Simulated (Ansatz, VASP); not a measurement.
Two plane-wave programs on Sn

File POSCAR:

```
Sn
1.0
    3.5443363559      0.0000000000      0.0000000000
   -1.7721681779      3.0694853237      0.0000000000
    0.0000000000      0.0000000000      3.3117392825
Sn
1
Direct
    0.0000000000      0.0000000000      0.0000000000
```

File INCAR.step1:

```
SYSTEM = Sn
PREC = Accurate ; ENCUT = 600
ISMEAR = 0 ; SIGMA = 0.1
LREAL = .False. ; LASPH = .True.
NELM = 100 ; GGA = PE
ALGO = Normal ; EDIFF = 1E-4
LWAVE = .True. ; LCHARG = .False.
```

INCAR.step2

```
SYSTEM = Sn
PREC = Accurate ; ENCUT = 600
EDIFF = 1E-7 ; ISMEAR = 0
SIGMA = 0.1 ; LREAL = .False.
LASPH = .True. ; NELM = 100
ALGO = Normal ; ISIF = 3
LWAVE = .False. ; LCHARG = .False.
METAGGA = R2SCAN ; LMIXTAU = .True.
IBRION = 2 ; NSW = 90
EDIFFG = -0.04 ; ISTART = 1
```

KPOINTS

```
Automatic mesh
0
Gamma
  6 6 6
  0 0 0
```

Input for Ansatz:

```yaml
crystal:
  lattice:
    - [3.5443363559, 0.0, 0.0]
    - [-1.7721681779, 3.0694853237, 0.0]
    - [0.0, 0.0, 3.3117392825]
  atoms:
    - { symbol: Sn, position: [0.0, 0.0, 0.0] }
basis:
  ecutwfc: 500
kpoints:
  mp_grid: { grid: [6, 6, 6] }
hamiltonian:
  xc: r2scan
scf:
  occupations: { method: gaussian, width: 0.1 }
  lower_state_search: "off"
output:
  forces: true
  stress: true
  eigenvalues: true
relax:
  adjacent_minimum: "off"
  f_tol: 0.04
  max_steps: 70
  cell: { stress_tol: 0.4 }
```

Alike in both runs: task relaxation of cell and atoms; functional r2SCAN; k mesh 6 × 6 × 6; occupations gaussian, width 0.1 eV; no spin polarisation.

|  | VASP | Ansatz |
| --- | --- | --- |
| version | VASP 6.6.1 | Ansatz 0.2.0 |
| potentials or method | VASP PAW PBE potentials, release 64 (Sn_d) | scalar-relativistic, plane waves, PAW |
| plane-wave cutoff (eV) | 600 | 500 |
| valence electrons in the cell | 14 | 14 |

Ansatz gave:

| Quantity | Value |
| --- | --- |
| gap on the k mesh at the Fermi level, each at its own relaxed structure (eV) | none |
| relaxed volume (Å³/atom) | 27.90 |
| relaxed cell length with the largest relative difference (Å) | 3.134 |
| energy change over the relaxation (meV/atom) | -274 |

Q: Which values does VASP return?

A: gap on the k mesh at the Fermi level, each at its own relaxed structure (eV): none; relaxed volume (Å³/atom): 27.89; relaxed cell length with the largest relative difference (Å): 3.139; energy change over the relaxation (meV/atom): -273.

A gap of «none» marks a metal or a gap that the smearing closes.

Caveats: the volume moved by over 15 % at a fixed basis, so the end points are rough (VASP); the PAW data sets were made with another functional, which shifts forces and pressure a little (VASP).
